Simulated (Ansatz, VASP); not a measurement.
## TlBi2: VASP beside Ansatz

Aim: how closely do two programs agree when they are given the same cell, functional and k mesh?

Method: plane waves, with VASP 6.6.1 beside it; relaxation of cell and atoms at r2SCAN, in Ansatz 0.2.0.

## (1) The starting structure

It takes space group P6/mmm (No. 191, hexagonal). Conventional cell: a = 5.709 Å, b = 5.709 Å, c = 3.394 Å, α = 90.00°, β = 90.00°, γ = 120.00°. Tl has 2 Tl at 3.39 Å and 12 Bi at 3.71 Å nearest. Nearest to Bi lie 5 Bi at 3.30 to 3.39 Å and 6 Tl at 3.71 Å. Farther neighbours are not listed.

Structure file:

```xyz
3
Lattice="5.7087 0.0000 0.0000 -2.8543 4.9438 0.0000 0.0000 0.0000 3.3938" Properties=species:S:1:pos:R:3 pbc="T T T"
Tl    0.0000    0.0000    0.0000
Bi    2.8543    1.6479    1.6969
Bi    0.0000    3.2959    1.6969
```

## (2) VASP: relaxation of cell and atoms, r2SCAN

The relaxed volume is the usual yardstick between codes: its relative difference is about their pressure difference at one cell divided by the bulk modulus.

Lines of VASP's logs that name or quote its potential files are left out, and so is its time.

INCAR reads:

```
SYSTEM = TlBi2
PREC = Accurate
ENCUT = 520
EDIFF = 1E-06
NELM = 100
ISMEAR = -1
SIGMA = 0.05
LREAL = .FALSE.
ALGO = Normal
METAGGA = R2SCAN
LASPH = .TRUE.
NBANDS = 27
LORBIT = 11
LWAVE = .FALSE.
LCHARG = .FALSE.
KPAR = 4
IBRION = 2
NSW = 60
ISIF = 3
EDIFFG = -0.01
```

POSCAR reads:

```
TlBi2
1.0
    5.7086645028      0.0000000000      0.0000000000
   -2.8543322514      4.9438484811      0.0000000000
    0.0000000000      0.0000000000      3.3937555800
Tl Bi
1 2
Direct
    0.0000000000      0.0000000000      0.0000000000
    0.6666666700      0.3333333300      0.5000000000
    0.3333333300      0.6666666700      0.5000000000
```

KPOINTS reads:

```
Automatic mesh
0
Gamma
5 5 7
0 0 0
```

PAW data sets: Tl_d and Bi_d (PBE family, release 64).

Launch:

```console
$ mpirun -np 4 vasp_std
```

Numbers of over 12 decimals in the logs are rounded to 6 here.

What it wrote:

```text
[banner, memory and clock lines left out]
running    4 mpi-ranks, on    1 nodes
 distrk:  each k-point on    1 cores,    4 groups
 distr:  one band on    1 cores,    1 groups

 POSCAR found type information on POSCAR TlBi
 POSCAR found :  2 types and       3 ions
|                                                                             |
|               ----> ADVICE to this user running VASP <----                  |
|                                                                             |
|     You enforced a specific xc type in the INCAR file but a different       |
|     [... a line on the potential file left out ...]
|     I HOPE YOU KNOW WHAT YOU ARE DOING!                                     |
|                                                                             |

 LDA part: xc-table for (None), standard interpolation
 POSCAR, INCAR and KPOINTS ok, starting setup
 FFT: planning ... GRIDC
 FFT: planning ... GRID_SOFT
 FFT: planning ... GRID
 WAVECAR not read
 entering main loop
       N       E                     dE             d eps       ncg     rms          rms(c)
DAV:   1     0.261736746651E+03    0.26174E+03   -0.23022E+04  1080   0.182E+03
DAV:   2    -0.143435274482E+03   -0.40517E+03   -0.39844E+03  1091   0.489E+02
DAV:   3    -0.179366632101E+03   -0.35931E+02   -0.35373E+02  1254   0.160E+02
DAV:   4    -0.180752110173E+03   -0.13855E+01   -0.13551E+01  1267   0.311E+01
DAV:   5    -0.180819547831E+03   -0.67438E-01   -0.67428E-01  1415   0.636E+00    0.208E+00
DAV:   6    -0.170178873511E+03    0.10641E+02   -0.33448E+00  1142   0.223E+01    0.260E+00
DAV:   7    -0.170167740299E+03    0.11133E-01   -0.37563E-02  1203   0.156E+00    0.193E+00
DAV:   8    -0.170168385413E+03   -0.64511E-03   -0.82024E-02  1186   0.258E+00    0.346E-01
DAV:   9    -0.170167688120E+03    0.69729E-03   -0.41753E-03  1131   0.550E-01    0.187E-01
DAV:  10    -0.170167443020E+03    0.24510E-03   -0.23477E-03  1167   0.519E-01    0.290E-02
DAV:  11    -0.170167492823E+03   -0.49804E-04   -0.14642E-04  1405   0.105E-01    0.445E-02
DAV:  12    -0.170167478032E+03    0.14791E-04   -0.68967E-05  1175   0.808E-02    0.624E-03
DAV:  13    -0.170167478703E+03   -0.67097E-06   -0.54050E-06  1103   0.212E-02
   1 F= -.17016748E+03 E0= -.17015884E+03  d E =-.170167E+03
[...]
2 F= -.17018089E+03 E0= -.17017269E+03  d E =-.134099E-01
[...]
3 F= -.17018138E+03 E0= -.17017330E+03  d E =-.138998E-01
[...]
4 F= -.17018138E+03 E0= -.17017332E+03  d E =-.138994E-01
 curvature:  -0.52 expect dE=-0.775E-04 dE for cont linesearch -0.187E-05
 ZBRENT: bracketing found
 ZBRENT: accuracy reached
 trial: gam= 0.02010 g(F)=  0.663E-43 g(S)=  0.149E-03 ort =-0.276E-03 (trialstep = 0.105E+01)
 search vector abs. value=  0.146E-03
 bond charge predicted
       N       E                     dE             d eps       ncg     rms          rms(c)
DAV:   1    -0.170185137013E+03   -0.37597E-02   -0.10116E-01  1167   0.385E+00    0.330E-01
DAV:   2    -0.170181954496E+03    0.31825E-02   -0.64807E-03  1159   0.932E-01    0.131E-01
DAV:   3    -0.170181403534E+03    0.55096E-03   -0.24430E-03  1231   0.567E-01    0.556E-02
DAV:   4    -0.170181419061E+03   -0.15526E-04   -0.10278E-04  1198   0.617E-02    0.199E-02
DAV:   5    -0.170181424347E+03   -0.52861E-05   -0.19367E-05  1462   0.424E-02    0.771E-03
DAV:   6    -0.170181424801E+03   -0.45436E-06   -0.18642E-06   780   0.106E-02
   5 F= -.17018142E+03 E0= -.17017344E+03  d E =-.466759E-04
 trial-energy change:   -0.000047  1 .order   -0.000060   -0.000150    0.000031
 step:   0.7834(harm=  0.8678)  dis= 0.00000  next Energy=  -170.181429 (dE=-0.508E-04)
 reached required accuracy - stopping structural energy minimisation
```

From OUTCAR (step 2):

```text
ion  position               nearest neighbor table
   1  0.000  0.000  0.000-   2 3.71   3 3.71   2 3.71   3 3.71   3 3.71   3 3.71   2 3.71   2 3.71
                             2 3.71   2 3.71   3 3.71   3 3.71
   2  0.667  0.333  0.500-   3 3.30   3 3.30   3 3.30   1 3.71   1 3.71   1 3.71   1 3.71   1 3.71
                             1 3.71
   3  0.333  0.667  0.500-   2 3.30   2 3.30   2 3.30   1 3.71   1 3.71   1 3.71   1 3.71   1 3.71
                             1 3.71

  LATTYP: Found a hexagonal cell.
 ALAT       =     5.7086645028
 C/A-ratio  =     0.5944920355

 Subroutine GETGRP returns: Found 24 space group operations
 (whereof 24 operations were pure point group operations)

The static configuration has the point symmetry D_6h.

 Found     20 irreducible k-points:

   k-points           NKPTS =     20   k-points in BZ     NKDIM =     20   number of bands    NBANDS=     27

   dimension x,y,z NGX =    42 NGY =   42 NGZ =   28
   dimension x,y,z NGXF=    84 NGYF=   84 NGZF=   56

   ENCUT  =  520.0 eV  38.22 Ry    6.18 a.u.  10.61 10.61  6.31*2*pi/ulx,y,z

   NELECT =      43.0000    total number of electrons

 k-points in reciprocal lattice and weights: Automatic mesh
   0.00000000  0.00000000  0.00000000       0.006
   0.20000000  0.00000000  0.00000000       0.034
   0.40000000  0.00000000  0.00000000       0.034
   0.20000000  0.20000000  0.00000000       0.034
   0.40000000  0.20000000  0.00000000       0.034
   0.00000000  0.00000000  0.14285714       0.011
   0.20000000  0.00000000  0.14285714       0.069
   0.40000000  0.00000000  0.14285714       0.069
   0.20000000  0.20000000  0.14285714       0.069
[...]
0.20000000  0.20000000  0.42857143       0.069
   0.40000000  0.20000000  0.42857143       0.069

 average (electrostatic) potential at core
       1 -88.8306       2-110.7198       3-110.7198

 E-fermi :   6.7699

 k-point     1 :       0.0000    0.0000    0.0000
  band No.  band energies     occupation
    ...
     18       0.5109      2.00000
     19       3.5269      2.00000
     20       3.5269      2.00000
     21       4.9833      2.00000
     22       4.9833      2.00000
     23       9.6986      0.00000
     24      12.8303      0.00000
     25      13.4230      0.00000
     26      13.4230      0.00000
     27      14.3589      0.00000

 k-point     2 :       0.2000    0.0000    0.0000
  band No.  band energies     occupation
    ...
     18       0.0683      2.00000
     19       2.8935      2.00000
     20       3.6953      2.00000
     21       6.0921      2.00000
     22       6.6147      1.91411
     23       9.9420      0.00000
     24      11.2561      0.00000
     25      12.4745      0.00000
     26      12.6136      0.00000
     27      14.5250      0.00000

 k-point     3 :       0.4000    0.0000    0.0000
  band No.  band energies     occupation
    ...
     16      -4.9881      2.00000
     17      -4.3791      2.00000
     18      -0.5433      2.00000
     19       2.3452      2.00000
     20       5.2556      2.00000
     21       7.7192      0.00000
     22       7.9924      0.00000
     23       9.7760      0.00000
     24      10.5565      0.00000
     25      10.6092      0.00000
    ...

  Total       -0.0006292     -0.0006292      0.0296231      0.0000000     -0.0000000      0.0000000
  in kB       -0.0105420     -0.0105420      0.4963287      0.0000000     -0.0000000      0.0000000
  external PRESSURE =       0.1584149 kB  Pullay stress =       0.0000000 kB

  energy-cutoff  :      520.00
  volume of cell :       95.63
      direct lattice vectors                 reciprocal lattice vectors
     5.759323759 -0.000000000 -0.000000000     0.173631496  0.100246191  0.000000000
    -2.879661880  4.987720684  0.000000000     0.000000000  0.200492382  0.000000000
    -0.000000000  0.000000000  3.328881912     0.000000000  0.000000000  0.300401164

 POSITION                                       TOTAL-FORCE (eV/Angst)
 -----------------------------------------------------------------------------------
      0.00000     -0.00000     -0.00000        -0.000000     -0.000000      0.000000
      2.87966      1.66257      1.66444        -0.000000     -0.000000      0.000000
     -0.00000      3.32515      1.66444         0.000000      0.000000     -0.000000
 -----------------------------------------------------------------------------------
    total drift:                                0.000000     -0.000000     -0.000000

  FREE ENERGIE OF THE ION-ELECTRON SYSTEM (eV)
  ---------------------------------------------------
  free  energy   TOTEN  =      -170.1814248013 eV

  energy  without entropy=     -170.1654464273  energy(sigma->0) =     -170.17343561

 reached required accuracy - stopping structural energy minimisation

 total charge
# of ion       s       p       d       tot
------------------------------------------
    1        1.238   0.311   9.636  11.185
    2        1.507   1.323   9.899  12.729
    3        1.507   1.323   9.899  12.729
--------------------------------------------------
tot          4.252   2.957  29.433  36.642

[... 3 further parts left out ...]
```

This run has no spin polarisation. Its electron count is odd, so without a moment it is a metal by construction. The k-mesh is coarse for a metal. The PAW data sets were made with PBE, which is usual practice but a small mismatch for other functionals. The run keeps the 24 symmetry operations of its start, so it cannot find a distortion of lower symmetry.

## (3) Ansatz: relaxation of cell and atoms, r2SCAN

Ansatz runs on its default PAW (the set named soft_2) files.

The same cell, functional, mesh and smearing now go to Ansatz, which takes its cutoff from its data sets.

input.yaml reads:

```yaml
crystal:
  lattice:
    - [5.7086645028, 0.0, 0.0]
    - [-2.8543322514, 4.9438484811, 0.0]
    - [0.0, 0.0, 3.39375558]
  atoms:
    - { symbol: Tl, position: [0.0, 0.0, 0.0] }
    - { symbol: Bi, position: [0.66666667, 0.33333333, 0.5] }
    - { symbol: Bi, position: [0.33333333, 0.66666667, 0.5] }
hamiltonian:
  xc: r2scan
  pseudopotentials: { kind: paw }
kpoints:
  mp_grid: { grid: [5, 5, 7] }
scf:
  occupations: { method: fermi_dirac, width: 0.05 }
relax:
  f_tol: 0.01
  max_steps: 60
  cell: { stress_tol: 0.05 }
output:
  forces: true
  stress: true
```

Launch:

```console
$ ansatz run input.yaml --threads 4 --pin off --max-ram 9216MiB --backend cpu --events-out ev --progress --plain --runs-dir out
```

What it wrote:

```text
Engine: ansatz 0.2.0, aarch64-unknown-linux-gnu
Pseudopotentials: kind: paw
Pseudopotential: Tl, paw, valence charge 13, recommended cutoff 500 eV (meta_gga), Tl.paw.azcp
Pseudopotential: Bi, paw, valence charge 15, recommended cutoff 500 eV (meta_gga), Bi.paw.azcp
Functional definition: r2SCAN
  parameter k0 = 0.174
  parameter k1 = 0.065
  parameter a1 = 4.9479
  exchange = r2scan_x(k0 = k0, k1 = k1, a1 = a1)
  correlation = r2scan_c
Crystal: 3 atoms, lattice volume = 95.781 Å³
Basis set: ecut = 500 eV, 2425 PW (Γ), exchange–correlation on 180×180×100 points (64 copies of the dense FFT grid, shifted against one another)
Bands: 26, of which v1, the nominal top of the filled ones, is band 22 counted from 1 (21 counted from 0)
Symmetry: 24 space group operations
Space group: P6/mmm (ITA 191), of the structure as read, at distance tolerance 4.6e-5 Å
k-points: 20 of 175
Non-local potential: Tl, projectors of the file, l = 0: 2, l = 1: 2, l = 2: 2, l = 3: 1
Non-local potential: Bi, projectors of the file, l = 0: 2, l = 1: 2, l = 2: 2, l = 3: 2
PAW form: soft (Blöchl's): semilocal exchange-correlation on the pseudo side does not see the compensation charge
PAW frozen core: Tl, regenerated for the run's functional (the file was generated under x = pbe(κ = 0.804, μ = 0.219515), c = pbe(β = 0.066725))
PAW frozen core: Bi, regenerated for the run's functional (the file was generated under x = pbe(κ = 0.804, μ = 0.219515), c = pbe(β = 0.066725))
PAW one-centre angular grid: Tl, 590 points (default); XC on 160 Gauss nodes
PAW one-centre angular grid: Bi, 590 points (default); XC on 160 Gauss nodes
Initial density: superposition of atomic densities (neutral atoms: chi_scale 0, normalization atom), corrected by the library's trained network
Initial wavefunctions: pseudopotential atomic-orbital guess
Functional: x = r2scan, c = r2scan; τ floored in thin density (d = 2e-4 eV/Å³)
SCF iter   1: F=—  HF=-36280.678940 eV  |F-HF|=—  |Δ(HF+E_count)|=         —  Δρ=5.20e-3  dr2=2.34e-2  dr2_τ=4.62e-3  ethr=1.77e-3  ⟨swp⟩=7.0  Hψ=2424  notcnv=0
preconditioner: auto → Kerker (q_TF=auto, 2.387 Å⁻¹)  [metal: Δε(μ)=0.121 eV  Ē_g=18.209 eV  σ=0.050 eV  W_gap=0.47  n_scr=26 (ndim 8)  ℏωp=24.9 eV  f_vac=0.000  D(μ)=2.23/eV (n_scr^D=8)]
SCF iter   2: F=—  HF=-36280.683906 eV  |F-HF|=—  |Δ(HF+E_count)|=   4.97e-3  Δρ=2.41e-3  dr2=6.60e-3  dr2_τ=3.43e-4  ethr=5.43e-5  ⟨swp⟩=2.0  Hψ=996  notcnv=0  defer=2
SCF iter   3: F=—  HF=-36280.684296 eV  |F-HF|=—  |Δ(HF+E_count)|=   3.89e-4  Δρ=7.20e-4  dr2=1.05e-3  dr2_τ=1.15e-5  ethr=1.54e-5  ⟨swp⟩=2.0  Hψ=708  notcnv=0  defer=2
SCF iter   4: F=—  HF=-36280.684510 eV  |F-HF|=—  |Δ(HF+E_count)|=   2.14e-4  Δρ=1.87e-4  dr2=6.42e-5  dr2_τ=8.05e-7  ethr=2.44e-6  ⟨swp⟩=3.0  Hψ=949  notcnv=0  defer=2
SCF iter   5: F=—  HF=-36280.684523 eV  |F-HF|=—  |Δ(HF+E_count)|=   1.30e-5  Δρ=5.00e-5  dr2=1.76e-6  dr2_τ=2.00e-7  ethr=1.49e-7  ⟨swp⟩=2.0  Hψ=738  notcnv=0  defer=2
SCF iter   6: F=—  HF=-36280.684524 eV  |F-HF|=—  |Δ(HF+E_count)|=   1.07e-6  Δρ=1.31e-5  dr2=2.58e-7  dr2_τ=3.54e-9  ethr=4.09e-9  ⟨swp⟩=2.0  Hψ=738  notcnv=0  defer=2
SCF iter   7: F=-36280.684524 eV  HF=-36280.684524 eV  |F-HF|=3.37e-9  |Δ(HF+E_count)|=   1.37e-7  Δρ=3.85e-6  dr2=3.83e-8  dr2_τ=4.39e-10  ethr=2.33e-10  ⟨swp⟩=5.0  Hψ=1924  notcnv=0
SCF 1 converged in 7 iterations: F = -36280.684524 eV  dr2 = 3.83e-8
  greatest PAW one-centre occupation: 0.986 electrons in one spin orbital (limit 2), on the Bi atom at site 2 (counted from 0), in its partial waves of l = 2
relax step   1: F+E_penalty+E_count = -36280.68452385 eV  Δ(F+E_penalty+E_count) = +0.000e0 eV  max|allowed force component| = 2.220e-16 eV/Å  Δτ_max = 0.0000 Å  P = +0.077 GPa  Ω = 95.781 Å³  (7 SCF iters, dr2 threshold 1.00e-7 eV, accepted)
[...]
relax step   2: F+E_penalty+E_count = -36280.69847113 eV  Δ(F+E_penalty+E_count) = -1.395e-2 eV  max|allowed force component| = 1.049e-16 eV/Å  Δτ_max = 0.0000 Å  P = -0.027 GPa  Ω = 95.838 Å³  energy of the carried Pulay correction = -1.425e-5 eV  (7 SCF iters, dr2 threshold 3.00e-7 eV, accepted)
[...]
relax step   3: F+E_penalty+E_count = -36280.69854927 eV  Δ(F+E_penalty+E_count) = -7.814e-5 eV  max|allowed force component| = 2.467e-17 eV/Å  Δτ_max = 0.0000 Å  P = -0.006 GPa  Ω = 95.793 Å³  energy of the carried Pulay correction = -7.972e-6 eV  (4 SCF iters, dr2 threshold 2.47e-8 eV, accepted)
[...]
relax step   4: F+E_penalty+E_count = -36280.69858621 eV  Δ(F+E_penalty+E_count) = -3.694e-5 eV  max|allowed force component| = 9.869e-17 eV/Å  Δτ_max = 0.0000 Å  P = -0.005 GPa  Ω = 95.793 Å³  stress off target by 3.34e-2 GPa  SCF on the basis re-selected at this cell (its energy is not comparable with the rows above)  (8 SCF iters)
basis re-selected at this cell: Δ(F+E_penalty+E_count) = -3.694e-5 eV, ΔP = +0.000 GPa vs the last step (what re-selecting the basis moved, of the pressure what is left beyond the Pulay correction that the steps carried, after the strain that the cell walked since its last selection, with what the two solves' SCF thresholds leave and, on support functions, any second-order correction that the steps lacked; it is no m [...]
SCF converged after 8 iterations
Free energy (F): -36280.698586 eV
Harris-Foulkes:  -36280.698586 eV  (|F-HF|=0.00e0)
Internal energy: -36280.682575 eV  (E = F + TS)
E sigma→0 (E₀):  -36280.690580 eV
Entropy (-TS):   -0.016012 eV (-5.337 meV/atom)
Fermi energy:    10.385762 eV
--- Per-component energies (eV) ---
  E_band       = -215.161922
  E_kinetic    = 935.621722
  E_local      = -3816.995509  (includes V_loc(G=0)·N_el)
  E_nonlocal   = 1439.342320
  E_hartree    = 1265.972865
  E_xc         = -500.080154
  E_vxc        = -469.343875  (∫ρ·V_xc dr)
  E_paw        = -31568.122444  (= ΣΔE_a)
  E_vpaw       = -869.542915  (= ΣTr[D̂ρ^β])
  E_aug_tail   = -0.000524  (compensation charges beyond the density's cutoff)
  E_vtau       = 33.811107  (kinetic-family band-sum trace: ∫τ·v_τ [+ j·A + Jᵃ·Aᵃ] dr)
  E_ewald      = -4039.211707
  E_core_change = 2.790855  (= ΣΔE_core)
  E_smearing   = -0.016012  (= −TS)
  E_closure    = 0.000000  (closes the sum)
  Σ components = -36280.698586   (vs F -36280.698586, Δ=0.00e0)
--- Forces (eV/Å), atoms counted from 1 ---
  atom   1  Tl     0.00000000     0.00000000     0.00000000
  atom   2  Bi    -0.00000000     0.00000000     0.00000000
  atom   3  Bi    -0.00000000     0.00000000     0.00000000
  max |Σ_I F_I| component: 2.96e-16 eV/Å
--- Stress (GPa, compression-positive) ---
        0.008485       0.000000      -0.000000
        0.000000       0.008485       0.000000
       -0.000000      -0.000000      -0.033430
  P = ⅓ Tr σ = -0.0055 GPa (-0.055 kbar)
--- Relaxed structure (3 steps of the walk, 3 accepted, 1 SCFs on fresh bases) ---
  F+E_penalty+E_count = -36280.69858621 eV   max|allowed force component| = 9.869e-17 eV/Å   (the final SCF, on the basis selected at the relaxed cell)
  cell:  # Å, volume = 95.7934 Å³
    - [5.761257, 0.0, 0.0]
    - [-2.880629, 4.989395, 0.0]
    - [0.0, 0.0, 3.332502]
  atoms:
    - { symbol: Tl, position: [0, 0, 0.0] }
    - { symbol: Bi, position: [0.666667, 0.333333, 0.5] }
    - { symbol: Bi, position: [0.333333, 0.666667, 0.5] }
```

The job ended after 8.7 s (4 threads of Arm Neoverse V1, shared host; peak memory 0.65 GiB).

## (4) Differences

Known differences besides the potentials themselves: VASP keeps PBE cores, Ansatz makes them for the functional; both relaxations stop at a tolerance, which leaves soft axes loose, and VASP keeps its plane-wave basis; the cutoff is 500 eV in Ansatz and 520 eV in VASP; Ansatz adds a Pulay correction to the stress that steers its cell, VASP none. Total energies have different zeros and are not compared.

Both answers:

| quantity | Ansatz | VASP | difference |
| --- | --- | --- | --- |
| volume (Å³) | 95.79 | 95.63 | +0.18 % |
| edge a after relaxation, in the typed setting (Å) | 5.761 | 5.759 | +0.03 % |
| edge c after relaxation, in the typed setting (Å) | 3.333 | 3.329 | +0.11 % |

The walks stopped with -0.01 GPa left in Ansatz and 0.02 GPa in VASP; each walk ends within a tolerance, so the volume difference is uncertain by about these residues over the bulk modulus, most in soft cells.

## (5) What came out

| Quantity | Value |
| --- | --- |
| difference in volume (relaxation of cell and atoms, r2SCAN) | 0.18 % |

What this shows: The difference in volume is 0.18 % (relaxation of cell and atoms, r2SCAN), within the 1.2 % picked in this series as the mark of a large difference, as far as the stopping tolerances let one tell. Such differences can come from data sets, numerical settings and the points named under the comparisons, not from the functional's error against experiment.

[Lines on the potential files, build, host, timing and source positions are cut from VASP's logs without a mark.]

[Logs are printed without paths, hosts, clocks, repeated set-up lines and the standing remarks that a program may print on its own settings, such as how far it seeks lower states.]

[Hosts, paths, dates, database ids (printed as entryN), source tags and the programs' standing remarks are cut or masked in the printed files.]
